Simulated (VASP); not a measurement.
Ca, 1 atom in the cell. Symmetry: I4/mmm, No. 139, tetragonal system. Conventional cell: a = 4.410 Å, b = 4.410 Å, c = 4.392 Å, α = 90.00°, β = 90.00°, γ = 90.00°. Ca (site symmetry 4/mmm) is surrounded by 8 Ca at 3.81 Å. This isn't the form of Ca at room conditions, which is fcc.

```yaml
Program: VASP 6.6.1
Task: optical spectrum
Functional: revPBE
Potentials_or_basis: VASP PAW PBE potentials, release 54 (Ca_pv)
Cutoff: 700 eV
k_mesh: 11 × 11 × 11
Occupations: methfessel-paxton, width 0.2 eV
Spin: collinear spin, ferromagnetic start
Starting_moments: "[0.5] μB"
Further_INCAR_settings: ALGO = Normal; EDIFF = 1e-07; NBANDS = 28
```

Potentials or basis: VASP PAW PBE potentials, release 54 (Ca_pv).

The run is started by

```sh
$ cat potpaw_PBE.54/Ca_pv/POTCAR > POTCAR
$ mpirun -np 1 vasp_std > vasp.out
```

Hardware: 1 thread of Intel(R) Xeon(R) Platinum 8488C (Sapphire Rapids) (shared host).

**Question.** How long does it take, and how much memory?

**Answer.** It took 6.3 min on 1 thread of Intel(R) Xeon(R) Platinum 8488C (Sapphire Rapids), on a shared host, peak memory 0.62 GiB. Counts: scf iterations 16, k points 126.
